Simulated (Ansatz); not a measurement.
MoSe2

Method: r²SCAN, scalar-relativistic; collinear spin; PAW, 500 eV, Γ-centred 8×8×2 mesh, 0.05 eV Gaussian smearing; code Ansatz. The datasets are Ansatz's generated set soft_2.

```
CELL_PARAMETERS angstrom
3.32145 0.00000 0.00000
-1.66072 2.87646 0.00000
0.00000 0.00000 13.69988
ATOMIC_POSITIONS crystal
Mo 0.33333 0.66667 0.25000
Mo 0.66667 0.33333 0.75000
Se 0.33333 0.66667 0.62929
Se 0.66667 0.33333 0.12929
Se 0.33333 0.66667 0.87071
Se 0.66667 0.33333 0.37071
```

The chain of runs began from a cell as deposited in COD, expanded in volume. Of that entry: the entry's cell lengths or inner coordinates differ somewhat from later room-temperature determinations.

Magnetic state: non-magnetic, site spin moments none.

At this volume the pressure is -0.08 GPa.

Elastic constants come from the stress of slightly strained cells with relaxed atoms, in GPa, Voigt order xx, yy, zz, yz, xz, xy in the Cartesian frame of the vectors above.

```
170.8  42.4   4.6   0.0   0.0   0.0
 42.4 170.8   4.6   0.0   0.0   0.0
  4.6   4.6  18.3   0.0   0.0   0.0
  0.0   0.0   0.0   7.2   0.0   0.0
  0.0   0.0   0.0   0.0   7.2   0.0
  0.0   0.0   0.0   0.0   0.0  64.2
```

**Question.** Work out the Voigt, Reuss and Hill moduli.

**Answer.** Voigt: K = (C11 + C22 + C33 + 2(C12 + C13 + C23))/9 = 51 GPa, G = (C11 + C22 + C33 − C12 − C13 − C23 + 3(C44 + C55 + C66))/15 = 36 GPa. Reuss, from the compliances S = C⁻¹: K = 16.7 GPa, G = 12.9 GPa. Hill means: K = 34 GPa, G = 25 GPa.

**Question.** And Young's modulus, Poisson's ratio, Pugh's ratio and the anisotropy?

**Answer.** E = 9KG/(3K + G) = 59 GPa, ν = (3K − 2G)/(6K + 2G) = 0.21, K/G = 1.39 (under the 1.75 that Pugh's rule, made for metals, takes as the line between brittle and ductile), universal anisotropy index 5G_V/G_R + K_V/K_R − 6 = 11.2. The eigenvalues of C are 7.2, 7.2, 18.1, 64, 128, 213 GPa, all positive.

Voigt's and Reuss's shear moduli differ by over a factor of two, so their mean gives no reliable sound velocity or Debye temperature.

Cost: 7.1 min on 4 threads of Arm Neoverse V2, on a shared host, peak memory 1.5 GiB.

Semilocal functionals underestimate band gaps, commonly by a third or more. For this crystal the k-mesh misses a band edge: under r²SCAN at the relaxed cell a band path gives a gap of 1.21 eV where the mesh alone gives 1.29 eV, so gaps on the mesh are upper bounds. The structure is built of weakly bound layers, and this functional has no dispersion term, so their spacing and all that hangs on it (volume, the soft elastic constants, low modes, dielectric constants) are poorly given.
